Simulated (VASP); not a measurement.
**From VASP inputs to Ansatz: CdSe (distorted CsCl)**

INCAR

```
LWAVE = .FALSE.
NSW = 0
EDIFF = 1E-7
NELM = 120
PREC = Accurate
LELF = .TRUE.
SIGMA = 0.02
ISMEAR = -1
LASPH = .TRUE.
ENCUT = 520
GGA = PE
NBANDS = 16
ISIF = 2
LCHARG = .TRUE.
LREAL = .FALSE.
IBRION = -1
```

KPOINTS

```
KPOINTS created by Atomic Simulation Environment
0
Gamma
6 6 6
0 0 0
```

POSCAR

```
Cd Se
 1.0000000000000000
     3.6861000000000002    0.0160000000000000   -0.0612000000000000
     0.0160000000000000    3.6305000000000001    0.0574000000000000
    -0.0612000000000000    0.0574000000000000    3.5417000000000001
 Cd  Se
   1   1
Cartesian
  0.0193891300000000  0.0224604500000000  0.0141925800000000
  1.8778003800000003  1.8873052999999997  1.8287315000000002
```

VASP ran with the recommended PBE PAW datasets (18 valence electrons in the cell).

**Question.** Write an Ansatz input for this cell and level of theory.

**Answer.** 

```yaml
crystal:
  lattice:
    - [3.6861, 0.016, -0.0612]
    - [0.016, 3.6305, 0.0574]
    - [-0.0612, 0.0574, 3.5417]
  atoms:
    - { symbol: Cd, position: [0.0053, 0.0061, 0.004] }
    - { symbol: Se, position: [0.5158, 0.5094, 0.517] }
kpoints:
  mp_grid: { grid: [6, 6, 6] }
hamiltonian:
  xc: pbe
scf:
  occupations: { method: fermi_dirac, width: 0.02 }
  n_extra_bands: 4
output:
  forces: true
  stress: true
  eigenvalues: true
```

Other inputs would serve too.

```
                                                                      VASP                             Ansatz
gap between bands v and c on the k mesh  -0.97 eV (bands overlap: a metal)  -0.97 eV (bands overlap: a metal)
         least direct gap on the k mesh                            0.06 eV                            0.05 eV
                               pressure                           -2.4 GPa                           -2.6 GPa
                          largest force                          0.02 eV/Å                          0.03 eV/Å
```

Datasets and cutoffs are each program's own. VASP's cell holds 18 valence electrons and Ansatz's 36. Ansatz's stress includes a Pulay correction; VASP's doesn't.
